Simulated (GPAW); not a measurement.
# InSe (C2/m) in GPAW: single point with TB-mBJ

Aim: the single point of InSe with TB-mBJ.

Everything below comes from runs of GPAW 26.7.0. Logs are shortened: lines on timing, memory, paths and dates and some standing lists are left out, and cuts for length are marked. The log counts tension as positive stress, the text compression.

### Step 1. The crystal as given

It takes space group C2/m (No. 12, monoclinic). The conventional cell has a = 11.653 Å, b = 4.109 Å, c = 5.073 Å, α = 90.00°, β = 109.86°, γ = 90.00°. In (site symmetry m) is surrounded by 3 Se at 2.68 to 2.69 Å and 1 In at 2.80 Å. Se (site symmetry m) has 3 In at 2.68 to 2.69 Å as nearest neighbours.

The cell comes from a database or a generator and needn't be the stable form of this composition.

### Step 2. Single point, TB-mBJ

run.py

```python
from ase import Atoms
from ase.dft.bandgap import bandgap
from ase.io import write
from gpaw import GPAW, PW

atoms = Atoms(['In', 'In', 'Se', 'Se'],
              cell=[[5.8263928781, -2.054648955, 0.0],
                    [5.8263928781, 2.054648955, 0.0],
                    [-1.723233014, 0.0, 4.7713478577]],
              scaled_positions=[[0.88820325, 0.88820325, 0.04684136],
                                [0.11179675, 0.11179675, 0.95315864],
                                [0.66092759, 0.66092759, 0.66895562],
                                [0.33907241, 0.33907241, 0.33104438]],
              pbc=True)

calc = GPAW(mode=PW(600),
            xc='TB09',
            kpts={'size': (6, 6, 4), 'gamma': True},
            occupations={'name': 'fermi-dirac', 'width': 0.05},
            nbands=32,
            convergence={'density': 1e-05, 'energy': 1e-05},
            eigensolver='cg',
            maxiter=150,
            txt='gpaw.txt')
atoms.calc = calc
energy = atoms.get_potential_energy()
calc.write('gs.gpw')
write('result.traj', atoms)
print('Fermi level:', round(calc.get_fermi_level(), 4), 'eV')
print(f'Gap: {bandgap(calc)[0]:.4f} eV, direct: {bandgap(calc, direct=True)[0]:.4f} eV')
```

Potentials or basis: GPAW PAW data sets for LDA (gpaw-data 1.2.1), pw.

Run with:

```console
$ OMP_NUM_THREADS=1 python run.py
```

gpaw.txt:

```text
___ ___ ___ _ _ _
 |   |   |_  | | | |
 | | | | | . | | | |
 |__ |  _|___|_____|  26.7.0
 |___|_|

Input parameters:
  convergence: {density: 1e-05,
                energy: 1e-05}
  eigensolver: cg
  kpts: {gamma: True,
         size: (6, 6, 4)}
  maxiter: 150
  mode: {ecut: 600.0,
         name: pw}
  nbands: 32
  occupations: {name: fermi-dirac,
                width: 0.05}
  xc: TB09

System changes: positions, numbers, cell, pbc, initial_charges, initial_magmoms

Initialize ...

species:
  In:
    name:    Indium
    Z:       49.0
    valence: 13
    core:    36
    charge:  0.0  # [|e|]
    compensation charges:
      type: gauss
      rc: 0.36  # [Å]
      lmax: 2
    cutoffs:
      filter: 2.09  # [Å]
      core: 2.48  # [Å]
    projectors
    | kind |    occ | energy [eV] | rcut [Å] |
    |------|--------|-------------|----------|
    |   5s |  2.000 |      -8.474 |    1.185 |
    |   5p |  1.000 |      -2.700 |    1.244 |
    |   4d | 10.000 |     -18.723 |    1.148 |
    |    s |        |      18.738 |    1.185 |
    |    p |        |      24.512 |    1.244 |
    |    d |        |       8.489 |    1.148 |

    Using partial waves for In as LCAO basis

  Se:
    name:    Selenium
    Z:       34.0
    valence: 6
    core:    28
    charge:  0.0  # [|e|]
    compensation charges:
      type: gauss
      rc: 0.27  # [Å]
      lmax: 2
    cutoffs:
      filter: 1.77  # [Å]
      core: 2.67  # [Å]
    projectors
    | kind |    occ | energy [eV] | rcut [Å] |
    |------|--------|-------------|----------|
    |   4s |  2.000 |     -17.472 |    0.847 |
    |   4p |  4.000 |      -6.656 |    1.005 |
    |    s |        |       9.739 |    0.847 |
    |    p |        |      20.555 |    1.005 |
    |    d |        |       0.000 |    0.847 |

    Using partial waves for Se as LCAO basis

Reference energy: -451702.928124  # eV

Spin-paired calculation

Convergence criteria:
 Maximum [total energy] change in last 3 cyles: 1e-05 eV / valence electron
 Maximum integral of absolute [dens]ity change: 1e-05 electrons / valence electron
 Maximum integral of absolute [eigenst]ate change: 4e-08 eV^2 / valence electron
 Maximum number of scf [iter]ations: 150
 (Square brackets indicate name in SCF output, whereas a 'c' in
 the SCF output indicates the quantity has converged.)

Symmetries present (total): 4

  ( 1  0  0)  ( 0  1  0)  ( 0 -1  0)  (-1  0  0)
  ( 0  1  0)  ( 1  0  0)  (-1  0  0)  ( 0 -1  0)
  ( 0  0  1)  ( 0  0  1)  ( 0  0 -1)  ( 0  0 -1)

144 k-points: 6 x 6 x 4 Monkhorst-Pack grid + [1/12,1/12,1/8]
47 k-points in the irreducible part of the Brillouin zone
       k-points in crystal coordinates                weights
   0:     0.00000000    0.00000000    0.00000000          1/144
   1:     0.00000000    0.00000000    0.25000000          2/144
   2:     0.00000000    0.00000000    0.50000000          1/144
   3:     0.16666667   -0.16666667    0.00000000          2/144
   4:     0.16666667   -0.16666667    0.25000000          4/144
   5:     0.16666667   -0.16666667    0.50000000          2/144
   6:     0.16666667    0.00000000   -0.25000000          4/144
   7:     0.16666667    0.00000000    0.00000000          4/144
   8:     0.16666667    0.00000000    0.25000000          4/144
   9:     0.16666667    0.00000000    0.50000000          4/144
          ...
  46:     0.50000000    0.50000000    0.50000000          1/144

Wave functions: Plane wave expansion
  Cutoff energy: 600.000 eV
  Number of coefficients (min, max): 3796, 3834
  Pulay-stress correction: 0.000000 eV/Ang^3 (de/decut=0.000000)
  Using FFTW library
  ScaLapack parameters: grid=1x1, blocksize=None
  Wavefunction extrapolation:
    Improved wavefunction reuse through dual PAW basis

Occupation numbers: Fermi-Dirac:
  width: 0.0500  # eV

Eigensolver
   CG(niter=4, rtol=3.0e-01)

Densities:
  Coarse grid: 35*35*30 grid
  Fine grid: 70*70*60 grid
  Total Charge: 0.000000

Density mixing:
  Method: separate
  Backend: msr1
  Linear mixing parameter: 0.05
  old densities: 10
  Width of damping distribution: 1.1
  Damping of long wavelength oscillations: 20

Hamiltonian:
  XC and Coulomb potentials evaluated on a 70*70*60 grid
  Using the TB09 Exchange-Correlation functional
  External potential:
    NoExternalPotential

XC parameters: TB09 with 2 nearest neighbor stencil

Number of atoms: 4
Number of atomic orbitals: 26
Number of bands in calculation: 32
Number of valence electrons: 38
Bands to converge: occupied

... initialized

Initializing position-dependent things.

Density initialized from atomic densities
Creating initial wave functions:
  26 bands from LCAO basis set
  6 bands from random numbers

       In

                        Se

                Se

                                 In

Atomic positions and initial magnetic moments

Positions:
   0 In    10.269324    0.000000    0.223496    ( 0.0000,  0.0000,  0.0000)
   1 In    -0.339771    0.000000    4.547851    ( 0.0000,  0.0000,  0.0000)
   2 Se     6.548881   -0.000000    3.191820    ( 0.0000,  0.0000,  0.0000)
   3 Se     3.380672    0.000000    1.579528    ( 0.0000,  0.0000,  0.0000)

Unit cell:
           periodic     x           y           z      points  spacing
  1. axis:    yes    5.826393   -2.054649    0.000000    35     0.1099
  2. axis:    yes    5.826393    2.054649    0.000000    35     0.1099
  3. axis:    yes   -1.723233    0.000000    4.771348    30     0.1590

  Lengths:   6.178061   6.178061   5.072996
  Angles:  108.684196 108.684196  38.849898

Effective grid spacing dv^(1/3) = 0.1459

iter:   1 12988.247157
iter:   2 12988.121306   +1.80  -0.93
iter:   3 12992.085113   +0.87  -0.89
iter:   4 12991.187327   -0.01  -1.24
iter:   5 12993.124964   -0.62  -1.13
iter:   6 12994.982081   -1.12  -1.23
iter:   7 12997.584380   -1.40  -1.29
iter:   8 13000.985395   -1.40  -1.42
iter:   9 13004.091390   -1.53  -1.60
iter:  10 13004.314120   -2.08  -1.92
iter:  11 13003.578939   -2.53  -2.43
[... 4 lines left out ...]
iter:  16 13003.528698   -4.56  -3.00
iter:  17 13003.556564   -5.06  -3.10
iter:  18 13003.601563   -5.01  -3.21
iter:  19 13003.640100   -5.38  -3.47
iter:  20 13003.654383   -5.77  -3.72
iter:  21 13003.676499   -5.86  -3.87
iter:  22 13003.671295   -5.97  -4.52
iter:  23 13003.676398   -6.45  -4.35
iter:  24 13003.674402   -6.68  -4.78
iter:  25 13003.676922   -7.09  -4.68
iter:  26 13003.676989   -7.47c -5.19c
iter:  27 13003.677523   -7.92c -5.39c
iter:  28 13003.677552   -8.53c -5.37c
iter:  29 13003.677564c  -9.02c -5.83c

Converged after 29 iterations.

Dipole moment: (-0.000000, -0.000000, 0.000000) |e|*Ang

Energy contributions relative to reference atoms: (reference = -451702.928124)

Kinetic:        +72.268690
Potential:      -63.620668
External:        +0.000000
XC:            +12995.918550
Entropy (-ST):   -0.000000
Local:           -0.889009
SIC:             +0.000000
--------------------------
Free energy:   +13003.677564
Extrapolated:  +13003.677564

Showing only first 2 kpts
 Kpt  Band  Eigenvalues  Occupancy
  0    17      3.36338    2.00000
  0    18      3.48924    2.00000
  0    19      7.82681    0.00000
  0    20      8.12311    0.00000

  1    17      3.52796    2.00000
  1    18      4.04376    2.00000
  1    19      7.06554    0.00000
  1    20      7.18761    0.00000

Fermi level: 5.55673

Gap: 1.729 eV
Transition (v -> c):
  (s=0, k=29, n=18, [0.33, 0.33, -0.25]) -> (s=0, k=2, n=19, [0.00, 0.00, 0.50])
Direct/indirect transitions are different
Direct gap: 1.965 eV
Transition at: (s=0, k=29, n=18, [0.33, 0.33, -0.25])
Writing to gs.gpw (mode='')
```

stdout:

```text
Fermi level: 5.5567 eV
Gap: 1.7287 eV, direct: 1.9651 eV
```

Wall time 6.2 min (1 thread of Arm Neoverse V2, shared host); peak memory 0.46 GiB.

Results:

| Property | Result |
| --- | --- |
| Band gap on the k mesh | 1.73 eV, indirect (least direct gap 1.97 eV) |

Caveat: a model potential gives levels but no total energy; the PAW data sets were made with another functional, which shifts forces and pressure a little; spin-orbit coupling is left out, which moves the levels of the heavy elements. A k mesh can miss the band edges.

### Step 3. For comparison

An earlier run on the cell as given: functional PBE; potentials or basis GPAW PAW data sets (gpaw-data 1.2.1); cutoff 600 eV; basis pw; k mesh 7 × 7 × 6; occupations fermi-dirac, width 0.05 eV; no spin polarisation.

* Pressure: 1.2 GPa
* Largest force: 0.203 eV/Å
* Band gap on the k mesh: 1.15 eV, indirect (least direct gap 1.24 eV)
